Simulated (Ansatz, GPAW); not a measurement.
# Locating the muon in KZnF3

Positive muons stop in KZnF3. The zero-field polarisation below is simulated for a site relaxed by PBE, from the dipoles of the nearest spin-1/2 nuclei alone.

Zero field, powder, muon with the nuclei of the cluster table alone, static positions. Table of muon polarisation, P(t) by time:

```tsv
time (μs)	muon polarisation, P(t)
0.0	1
0.5	0.556
1.0	0.133
1.5	0.470
2.0	0.663
2.5	0.323
3.0	0.258
3.5	0.431
4.0	0.240
4.5	0.170
5.0	0.571
5.5	0.569
6.0	0.0809
6.5	0.222
7.0	0.817
7.5	0.669
8.0	0.153
8.5	0.321
9.0	0.663
9.5	0.464
10.0	0.333
10.5	0.521
11.0	0.385
11.5	0.198
12.0	0.594
12.5	0.829
13.0	0.305
13.5	0.0703
14.0	0.591
14.5	0.713
15.0	0.197
```

**Question.** Which nuclei are coupled to the muon, and how far away are they?

The cluster is ¹⁹F at 1.15 Å and ¹⁹F at 1.15 Å. The muon's nearest atoms: F 1.15 Å, F 1.15 Å, Zn 2.07 Å, K 2.46 Å. Other geometries may fit nearly as well.

[Logs are printed without paths, hosts, clocks, repeated set-up lines and the standing remarks that a program may print on its own settings, such as how far it seeks lower states.]

[Hosts, paths, dates, database ids (printed as entryN), source tags and the programs' standing remarks are cut or masked in the printed files.]
